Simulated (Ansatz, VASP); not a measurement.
**BN in VASP and in Ansatz**

File INCAR:

```
  ALGO = Normal
  EDIFF = 1E-6
  ENCUT = 520
  GGA = PE
  ISIF = 2
  ISMEAR = 0
  LASPH = True
  LCHARG = False
  LREAL = False
  LWAVE = False
  NBANDS = 11
  NELM = 80
  PREC = Accurate
  SIGMA = 0.05
```

KPOINTS

```
k-points
0
Gamma
  12 12 12
```

Contents of POSCAR:

```
BN
1.0
    0.0000000000      1.7404809600      1.8855210400
    1.7404809600      0.0000000000      1.8855210400
    1.7404809600      1.7404809600      0.0000000000
B N
1 1
Direct
    0.0000000000      0.0000000000      0.0000000000
    0.7500000000      0.7500000000      0.7500000000
```

Input for Ansatz:

```yaml
crystal:
  lattice:
    - [0.0, 1.74048096, 1.88552104]
    - [1.74048096, 0.0, 1.88552104]
    - [1.74048096, 1.74048096, 0.0]
  atoms:
    - { symbol: B, position: [0.0, 0.0, 0.0] }
    - { symbol: "N", position: [0.75, 0.75, 0.75] }
basis:
  ecutwfc: 420
kpoints:
  mp_grid: { grid: [12, 12, 12] }
hamiltonian:
  xc: pbe
scf:
  occupations: { method: gaussian, width: 0.05 }
output:
  forces: true
  stress: true
  eigenvalues: true
```

Change from the starting cell: strain -0.040 along x and y, +0.040 along z, atoms carried along.

Alike in both runs: task single point; functional PBE; k mesh 12 × 12 × 12; occupations gaussian, width 0.05 eV; no spin polarisation.

|  | VASP | Ansatz |
| --- | --- | --- |
| version | VASP 6.6.1 | Ansatz 0.2.0 |
| potentials or method | VASP PAW PBE potentials, release 64 (B, N) | scalar-relativistic, plane waves, PAW |
| plane-wave cutoff (eV) | 520 | 420 |
| valence electrons in the cell | 8 | 8 |

VASP gave:

- gap on the k mesh at the Fermi level (eV): 3.75
- least direct gap on the mesh (eV): 8.54
- pressure (GPa): 16.9
- largest component of the traceless stress (GPa): 37.76

**Question.** Which values does Ansatz return?

**Answer.** gap on the k mesh at the Fermi level (eV): 3.76; least direct gap on the mesh (eV): 8.55; pressure (GPa): 16.5; largest component of the traceless stress (GPa): 37.74.

Caveats: so large a pressure means that the cell lies far from this level's equilibrium, or that cutoff or potentials fall short (VASP). A k mesh can miss the band edges.
